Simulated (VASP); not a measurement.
# LiCl in VASP: one cell, several levels of theory

Aim: gap, levels, forces and stress of LiCl (zincblende), under +4.6 % biaxial strain in the (111) plane, free along [111] at fixed geometry. Runs: PBE, r2SCAN. The results are then set beside those of Ansatz 0.2.0 for the same cell. This is a trial cell built on a prototype, not taken from a measured structure, and it needn't be the compound's ground state.

The runs shown are made with VASP 6.6.1. PAW datasets, plane waves. All values are calculated for a non-magnetic cell, which may be hypothetical.

## (1) The cell

The cell comes from an earlier relaxation with r2SCAN in another program, then strained, with the atoms relaxed again.

Space group R3m (No. 160), trigonal; conventional cell a = 4.044 Å, c = 9.150 Å, 21.60 Å³ an atom. Around Li lie 4 Cl at 2.37–2.43 Å; around Cl lie 4 Li at 2.37–2.43 Å.

As a file:

```cif
data_structure
_symmetry_space_group_name_H-M 'P 1'
_symmetry_Int_Tables_number 1
_cell_length_a 3.8410
_cell_length_b 3.8410
_cell_length_c 3.8410
_cell_angle_alpha 63.522
_cell_angle_beta 63.522
_cell_angle_gamma 63.522
_cell_volume 43.19
loop_
_atom_site_label
_atom_site_type_symbol
_atom_site_fract_x
_atom_site_fract_y
_atom_site_fract_z
_atom_site_occupancy
Li1 Li 0.99522 0.99522 0.99522 1
Cl1 Cl 0.25478 0.25478 0.25478 1
```

## (2) Single point with PBE

Input file INCAR:

```
ENCUT = 520.000000
SIGMA = 0.020000
EDIFF = 1.00e-07
GGA = PE
PREC = Accurate
IBRION = -1
ISIF = 2
ISMEAR = -1
NBANDS = 12
NELM = 120
NSW = 0
LASPH = .TRUE.
LCHARG = .FALSE.
LWAVE = .FALSE.
LREAL = .FALSE.
```

Input file KPOINTS:

```
KPOINTS created by Atomic Simulation Environment
0
Gamma
8 8 8
0 0 0
```

Input file KPOINTS_OPT:

```
special points
6
Reciprocal
0.0000000000 0.0000000000 0.0000000000 1
-0.5000000000 -0.5000000000 0.0000000000 1
-0.3750000000 -0.3750000000 0.2500000000 1
-0.3750000000 0.0000000000 0.3750000000 1
0.0000000000 0.0000000000 0.5000000000 1
-0.5000000000 -0.2500000000 0.2500000000 1
```

Input file POSCAR:

```
Li Cl
 1.0000000000000000
    -0.1452419103000000    2.7140671991000000    2.7140671991000000
     2.7140671991000000   -0.1452419103000000    2.7140671991000000
     2.7140671991000000    2.7140671991000000   -0.1452419103000000
 Li  Cl
   1   1
Cartesian
 -0.0252339862859267 -0.0252339862859267 -0.0252339862859267
  1.3459571082609270  1.3459571082609270  1.3459571082609272
```

Potentials: the recommended PBE PAW datasets, 10 valence electrons in the neutral cell.

Launch:

```bash
mpirun -np 1 vasp_std
```

Printed to the terminal (iteration lines stand in OSZICAR):

```text
POSCAR found type information on POSCAR LiCl
 POSCAR found :  2 types and       2 ions
 LDA part: xc-table for (Slater+PW92), standard interpolation
 POSCAR, INCAR and KPOINTS ok, starting setup
 FFT: planning ... GRIDC
 FFT: planning ... GRID_SOFT
 FFT: planning ... GRID
 WAVECAR not read
 entering main loop
 Start KPOINTS_OPT (optional k-point list driver)
k-point batch [1-6\6]
```

OSZICAR:

```text
N       E                     dE             d eps       ncg     rms          rms(c)
DAV:   1     0.434298480619E+02    0.43430E+02   -0.38023E+03  1560   0.744E+02
DAV:   2    -0.430303641041E+01   -0.47733E+02   -0.45863E+02  1924   0.141E+02
DAV:   3    -0.742974246732E+01   -0.31267E+01   -0.31173E+01  2080   0.380E+01
DAV:   4    -0.752974928719E+01   -0.10001E+00   -0.99980E-01  2340   0.671E+00
DAV:   5    -0.753085211244E+01   -0.11028E-02   -0.11028E-02  2144   0.690E-01    0.232E+00
DAV:   6    -0.739468929023E+01    0.13616E+00   -0.30940E-01  1820   0.234E+00    0.170E+00
DAV:   7    -0.739774631839E+01   -0.30570E-02   -0.83288E-02  1936   0.136E+00    0.102E+00
DAV:   8    -0.741016536295E+01   -0.12419E-01   -0.15681E-02  1828   0.760E-01    0.206E-01
DAV:   9    -0.741024254168E+01   -0.77179E-04   -0.32789E-04  2240   0.125E-01    0.104E-01
DAV:  10    -0.741073588762E+01   -0.49335E-03   -0.74539E-04  1876   0.148E-01    0.473E-02
DAV:  11    -0.741073360392E+01    0.22837E-05   -0.21190E-05  2220   0.284E-02    0.610E-03
DAV:  12    -0.741073663863E+01   -0.30347E-05   -0.25820E-06  1944   0.104E-02    0.232E-03
DAV:  13    -0.741073738056E+01   -0.74193E-06   -0.67080E-07  2020   0.470E-03    0.140E-03
DAV:  14    -0.741073748225E+01   -0.10169E-06   -0.16697E-07  1944   0.229E-03    0.917E-04
DAV:  15    -0.741073750520E+01   -0.22953E-07   -0.85338E-09  1396   0.559E-04
   1 F= -.74107375E+01 E0= -.74107375E+01  d E =-.413477E-13
       N       E                     dE             ncg
DAV:   1     0.312307547968E+03   -0.25608E+04      144
DAV:   2     0.365442428993E+02   -0.27576E+03      172
DAV:   3     0.173845586835E+02   -0.19160E+02      196
DAV:   4     0.167188640946E+02   -0.66569E+00      212
DAV:   5     0.167080778668E+02   -0.10786E-01      208
DAV:   6     0.167079415230E+02   -0.13634E-03      212
DAV:   7     0.167079381896E+02   -0.33334E-05      208
DAV:   8     0.167079381671E+02   -0.22461E-07      188
```

The lines after F= are the extra pass for the points of KPOINTS_OPT, at fixed density; their E is not a total energy.

OUTCAR, selected sections:

```text
k-points           NKPTS =     65   k-points in BZ     NKDIM =     65   number of bands    NBANDS=     12

   NELECT =      10.0000    total number of electrons

   dimension x,y,z NGX =    30 NGY =   30 NGZ =   30
   dimension x,y,z NGXF=    60 NGYF=   60 NGZF=   60

  energy-cutoff  :      520.00
  volume of cell :       43.19
      direct lattice vectors                 reciprocal lattice vectors
    -0.145241910  2.714067199  2.714067199    -0.170059809  0.179675026  0.179675026
     2.714067199 -0.145241910  2.714067199     0.179675026 -0.170059809  0.179675026
     2.714067199  2.714067199 -0.145241910     0.179675026  0.179675026 -0.170059809

 k-points in reciprocal lattice and weights: KPOINTS created by Atomic Simulation Env
   0.00000000  0.00000000  0.00000000       0.002
   0.12500000  0.00000000  0.00000000       0.012
   0.25000000  0.00000000  0.00000000       0.012
   0.37500000  0.00000000  0.00000000       0.012
   0.50000000  0.00000000  0.00000000       0.006
   0.12500000  0.12500000  0.00000000       0.012
   0.25000000  0.12500000  0.00000000       0.023
   0.37500000  0.12500000 -0.00000000       0.023
[... 57 more k-points ...]

 E-fermi :  -0.7722

 k-point     1 :       0.0000    0.0000    0.0000
  band No.  band energies     occupation
      1     -44.4451      2.00000
      2     -14.0567      2.00000
      3      -1.5130      2.00000
      4      -1.5130      2.00000
      5      -1.2694      2.00000
      6       4.3857      0.00000
      7       8.3863      0.00000
      8       8.3863      0.00000
      9       9.3145      0.00000
     10      12.9580      0.00000
     11      12.9580      0.00000
     12      15.8565      0.00000

 k-point     2 :       0.1250    0.0000    0.0000
  band No.  band energies     occupation
      1     -44.4450      2.00000
      2     -14.0233      2.00000
      3      -1.8238      2.00000
      4      -1.5429      2.00000
      5      -1.3346      2.00000
      6       4.7753      0.00000
      7       8.5207      0.00000
      8       8.5593      0.00000
      9       9.3883      0.00000
     10      12.3850      0.00000
     11      12.6264      0.00000
     12      15.0271      0.00000

 k-point     3 :       0.2500    0.0000    0.0000
  band No.  band energies     occupation
      1     -44.4446      2.00000
      2     -13.9402      2.00000
      3      -2.5032      2.00000
      4      -1.6125      2.00000
      5      -1.4401      2.00000
      6       5.6223      0.00000
      7       8.7260      0.00000
      8       8.8478      0.00000
      9       9.4578      0.00000
     10      11.9978      0.00000
     11      12.6476      0.00000
     12      14.5070      0.00000

 k-point     4 :       0.3750    0.0000    0.0000
  band No.  band energies     occupation
      1     -44.4442      2.00000
      2     -13.8536      2.00000
      3      -3.0854      2.00000
      4      -1.6785      2.00000
      5      -1.5336      2.00000
      6       6.4189      0.00000
      7       8.7906      0.00000
      8       8.8558      0.00000
      9       9.3597      0.00000
     10      12.7115      0.00000
     11      13.6087      0.00000
     12      14.4894      0.00000

 k-point     5 :       0.5000    0.0000    0.0000
  band No.  band energies     occupation
      1     -44.4441      2.00000
      2     -13.8166      2.00000
      3      -3.3066      2.00000
      4      -1.7049      2.00000
      5      -1.5707      2.00000
      6       6.7491      0.00000
      7       8.7875      0.00000
      8       8.7891      0.00000
      9       9.3002      0.00000
     10      13.7714      0.00000
     11      14.0488      0.00000
     12      15.0377      0.00000

 k-point     6 :       0.1250    0.1250    0.0000
  band No.  band energies     occupation
      1     -44.4449      2.00000
      2     -14.0081      2.00000
      3      -1.7638      2.00000
      4      -1.6508      2.00000
      5      -1.4426      2.00000
      6       4.8858      0.00000
      7       8.4778      0.00000
      8       8.7495      0.00000
      9       9.4608      0.00000
     10      11.4258      0.00000
     11      13.1833      0.00000
     12      15.9979      0.00000

[... the tables of k-points 7 to 65 left out ...]

  Total       -0.2080347     -0.2080347     -0.2080347      0.1763333      0.1763333      0.1763333
  in kB       -7.7170690     -7.7170690     -7.7170690      6.5411016      6.5411016      6.5411016
  external PRESSURE =      -7.7170690 kB  Pullay stress =       0.0000000 kB

 POSITION                                       TOTAL-FORCE (eV/Angst)
 -----------------------------------------------------------------------------------
      5.25766      5.25766      5.25766        -0.001685     -0.001685     -0.001685
      1.34596      1.34596      1.34596         0.001685      0.001685      0.001685
 -----------------------------------------------------------------------------------
    total drift:                                0.000012      0.000012      0.000012

  FREE ENERGIE OF THE ION-ELECTRON SYSTEM (eV)
  ---------------------------------------------------
  free  energy   TOTEN  =        -7.4107375052 eV

  energy  without entropy=       -7.4107375052  energy(sigma->0) =       -7.41073751
```

Hardware: 1 MPI rank of Intel Xeon Platinum 8488C, shared host.

The levels at the points of KPOINTS_OPT are read from vasprun.xml.

Band energies at the special points (eV, zero at the top of v, the last band that the electrons fill by count):

| point | v−1 | v | c | c+1 |
| --- | --- | --- | --- | --- |
| Γ | -0.24 | 0.00 | 5.66 | 9.66 |
| X | -1.08 | -0.76 | 6.47 | 9.41 |
| U | -1.26 | -0.90 | 7.39 | 10.00 |
| K | -1.35 | -0.63 | 7.45 | 9.81 |
| L | -0.44 | -0.30 | 8.02 | 10.06 |
| W | -1.20 | -1.05 | 7.88 | 10.24 |

Gap with PBE: 5.66 eV, direct (Γ). Pressure: -0.77 GPa; the forces vanish within 0.01 eV/Å.

## (3) r2SCAN at this geometry

Input file INCAR:

```
ENCUT = 520.000000
SIGMA = 0.010000
EDIFF = 1.00e-07
ALGO = Normal
METAGGA = R2SCAN
PREC = Accurate
IBRION = -1
ISIF = 2
ISMEAR = 0
NBANDS = 12
NELM = 120
NSW = 0
LASPH = .TRUE.
LCHARG = .FALSE.
LWAVE = .FALSE.
LREAL = .FALSE.
```

KPOINTS is that of step 2.

KPOINTS_OPT is that of step 2.

POSCAR is that of step 2.

Launch:

```bash
mpirun -np 1 vasp_std
```

Printed to the terminal (iteration lines stand in OSZICAR):

```text
POSCAR found type information on POSCAR LiCl
 POSCAR found :  2 types and       2 ions
 -----------------------------------------------------------------------------
|                                                                             |
|                                                                             |
|     You enforced a specific xc type in the INCAR file but a different       |
|     I HOPE YOU KNOW WHAT YOU ARE DOING!                                     |
|                                                                             |
 -----------------------------------------------------------------------------

 LDA part: xc-table for (None), standard interpolation
 POSCAR, INCAR and KPOINTS ok, starting setup
 FFT: planning ... GRIDC
 FFT: planning ... GRID_SOFT
 FFT: planning ... GRID
 WAVECAR not read
 entering main loop
 Start KPOINTS_OPT (optional k-point list driver)
k-point batch [1-6\6]
```

OSZICAR:

```text
N       E                     dE             d eps       ncg     rms          rms(c)
DAV:   1     0.377309176356E+02    0.37731E+02   -0.39021E+03  1560   0.765E+02
DAV:   2    -0.112570956753E+02   -0.48988E+02   -0.47080E+02  1928   0.147E+02
DAV:   3    -0.145363400658E+02   -0.32792E+01   -0.32690E+01  2108   0.398E+01
DAV:   4    -0.146404829665E+02   -0.10414E+00   -0.10411E+00  2348   0.690E+00
DAV:   5    -0.146415075685E+02   -0.10246E-02   -0.10246E-02  2128   0.657E-01    0.242E+00
DAV:   6    -0.125413038947E+02    0.21002E+01   -0.45466E-01  2036   0.489E+00    0.237E+00
DAV:   7    -0.125443875661E+02   -0.30837E-02   -0.19421E-01  1912   0.231E+00    0.106E+00
DAV:   8    -0.125468953328E+02   -0.25078E-02   -0.19506E-02  1968   0.723E-01    0.487E-01
DAV:   9    -0.125497438999E+02   -0.28486E-02   -0.62890E-03  1652   0.589E-01    0.134E-01
DAV:  10    -0.125499172233E+02   -0.17332E-03   -0.29264E-04  2184   0.139E-01    0.428E-02
DAV:  11    -0.125499735436E+02   -0.56320E-04   -0.18097E-04  1896   0.812E-02    0.196E-02
DAV:  12    -0.125499842955E+02   -0.10752E-04   -0.86954E-06  2072   0.262E-02    0.464E-03
DAV:  13    -0.125499783643E+02    0.59312E-05   -0.14256E-06  1940   0.119E-02    0.121E-03
DAV:  14    -0.125499762583E+02    0.21060E-05   -0.13548E-07  1896   0.357E-03    0.719E-04
DAV:  15    -0.125499750331E+02    0.12252E-05   -0.50657E-07  1656   0.668E-03    0.672E-04
DAV:  16    -0.125499750219E+02    0.11256E-07   -0.18598E-08   964   0.134E-03
   1 F= -.12549975E+02 E0= -.12549975E+02  d E =-.477887-120
       N       E                     dE             ncg
DAV:   1     0.282681977098E+03   -0.25904E+04      144
DAV:   2    -0.902671668565E+01   -0.29171E+03      172
DAV:   3    -0.294339732622E+02   -0.20407E+02      188
DAV:   4    -0.305528133340E+02   -0.11188E+01      220
DAV:   5    -0.305607306877E+02   -0.79174E-02      192
DAV:   6    -0.305609476157E+02   -0.21693E-03      224
DAV:   7    -0.305609489812E+02   -0.13656E-05      192
DAV:   8    -0.305609490143E+02   -0.33082E-07      164
```

From OUTCAR:

```text
k-points           NKPTS =     65   k-points in BZ     NKDIM =     65   number of bands    NBANDS=     12

   NELECT =      10.0000    total number of electrons

   dimension x,y,z NGX =    30 NGY =   30 NGZ =   30
   dimension x,y,z NGXF=    60 NGYF=   60 NGZF=   60

  energy-cutoff  :      520.00
  volume of cell :       43.19
      direct lattice vectors                 reciprocal lattice vectors
    -0.145241910  2.714067199  2.714067199    -0.170059809  0.179675026  0.179675026
     2.714067199 -0.145241910  2.714067199     0.179675026 -0.170059809  0.179675026
     2.714067199  2.714067199 -0.145241910     0.179675026  0.179675026 -0.170059809

 k-points in reciprocal lattice and weights: KPOINTS created by Atomic Simulation Env
   0.00000000  0.00000000  0.00000000       0.002
   0.12500000  0.00000000  0.00000000       0.012
   0.25000000  0.00000000  0.00000000       0.012
   0.37500000  0.00000000  0.00000000       0.012
   0.50000000  0.00000000  0.00000000       0.006
   0.12500000  0.12500000  0.00000000       0.012
   0.25000000  0.12500000  0.00000000       0.023
   0.37500000  0.12500000 -0.00000000       0.023
[... 57 more k-points ...]

 E-fermi :  -1.5191

 k-point     1 :       0.0000    0.0000    0.0000
  band No.  band energies     occupation
      1     -46.1396      2.00000
      2     -15.0386      2.00000
      3      -1.9353      2.00000
      4      -1.9353      2.00000
      5      -1.6821      2.00000
      6       4.6587      0.00000
      7       8.8246      0.00000
      8       8.8246      0.00000
      9       9.8089      0.00000
     10      13.3253      0.00000
     11      13.3253      0.00000
     12      16.3897      0.00000

 k-point     2 :       0.1250    0.0000    0.0000
  band No.  band energies     occupation
      1     -46.1395      2.00000
      2     -15.0045      2.00000
      3      -2.2415      2.00000
      4      -1.9650      2.00000
      5      -1.7480      2.00000
      6       5.0486      0.00000
      7       8.9681      0.00000
      8       9.0053      0.00000
      9       9.8847      0.00000
     10      12.7353      0.00000
     11      12.9798      0.00000
     12      15.4442      0.00000

 k-point     3 :       0.2500    0.0000    0.0000
  band No.  band energies     occupation
      1     -46.1391      2.00000
      2     -14.9198      2.00000
      3      -2.9216      2.00000
      4      -2.0340      2.00000
      5      -1.8549      2.00000
      6       5.9165      0.00000
      7       9.1603      0.00000
      8       9.2868      0.00000
      9       9.9279      0.00000
     10      12.3586      0.00000
     11      13.0312      0.00000
     12      14.9191      0.00000

 k-point     4 :       0.3750    0.0000    0.0000
  band No.  band energies     occupation
      1     -46.1387      2.00000
      2     -14.8316      2.00000
      3      -3.5115      2.00000
      4      -2.0997      2.00000
      5      -1.9496      2.00000
      6       6.7685      0.00000
      7       9.1492      0.00000
      8       9.2464      0.00000
      9       9.7749      0.00000
     10      13.1607      0.00000
     11      14.0772      0.00000
     12      15.0195      0.00000

 k-point     5 :       0.5000    0.0000    0.0000
  band No.  band energies     occupation
      1     -46.1385      2.00000
      2     -14.7940      2.00000
      3      -3.7366      2.00000
      4      -2.1260      2.00000
      5      -1.9872      2.00000
      6       7.1430      0.00000
      7       9.0932      0.00000
      8       9.1559      0.00000
      9       9.6861      0.00000
     10      14.2834      0.00000
     11      14.5839      0.00000
     12      15.6741      0.00000

 k-point     6 :       0.1250    0.1250    0.0000
  band No.  band energies     occupation
      1     -46.1394      2.00000
      2     -14.9890      2.00000
      3      -2.1789      2.00000
      4      -2.0736      2.00000
      5      -1.8567      2.00000
      6       5.1532      0.00000
      7       8.9308      0.00000
      8       9.2056      0.00000
      9       9.9645      0.00000
     10      11.7326      0.00000
     11      13.5587      0.00000
     12      16.4502      0.00000

[... the tables of k-points 7 to 65 left out ...]

  Total       -0.4346857     -0.4346857     -0.4346857      0.1869612      0.1869612      0.1869612
  in kB      -16.1247114    -16.1247114    -16.1247114      6.9353442      6.9353442      6.9353442
  external PRESSURE =     -16.1247114 kB  Pullay stress =       0.0000000 kB

 POSITION                                       TOTAL-FORCE (eV/Angst)
 -----------------------------------------------------------------------------------
      5.25766      5.25766      5.25766        -0.017893     -0.017893     -0.017893
      1.34596      1.34596      1.34596         0.017893      0.017893      0.017893
 -----------------------------------------------------------------------------------
    total drift:                               -0.034453     -0.034453     -0.034453

  FREE ENERGIE OF THE ION-ELECTRON SYSTEM (eV)
  ---------------------------------------------------
  free  energy   TOTEN  =       -12.5499750219 eV

  energy  without entropy=      -12.5499750219  energy(sigma->0) =      -12.54997502
```

Hardware: 1 MPI rank of Intel Xeon Platinum 8488C, shared host.

The levels at the points of KPOINTS_OPT are read from vasprun.xml.

Band energies at the special points (eV, zero at the top of v, the last band that the electrons fill by count):

| point | v−1 | v | c | c+1 |
| --- | --- | --- | --- | --- |
| Γ | -0.25 | 0.00 | 6.34 | 10.51 |
| X | -1.10 | -0.77 | 7.00 | 10.18 |
| U | -1.26 | -0.91 | 7.95 | 10.75 |
| K | -1.35 | -0.64 | 8.00 | 10.57 |
| L | -0.44 | -0.31 | 8.83 | 10.78 |
| W | -1.20 | -1.06 | 8.40 | 11.03 |

r2SCAN gives a direct gap of 6.34 eV at Γ. The pressure is -1.61 GPa, and the largest force is 0.031 eV/Å, on atom 1 (Li).

## (4) Results

```
 level  gap (eV)  pressure (GPa)  Ansatz: gap (eV)  Ansatz: pressure (GPa)
   PBE      5.66           -0.77              5.65                   -0.69
r2SCAN      6.34           -1.61              6.29                   -1.32
```

The gap runs from 5.66 eV (PBE) to 6.34 eV (r2SCAN). At this one volume the pressure spans -1.6 GPa (r2SCAN) to -0.8 GPa (PBE): PBE wants the largest cell and r2SCAN the smallest. The two programs agree on the gap within 0.06 eV, far less than the spread between functionals. The two codes have different PAW datasets and cutoffs.
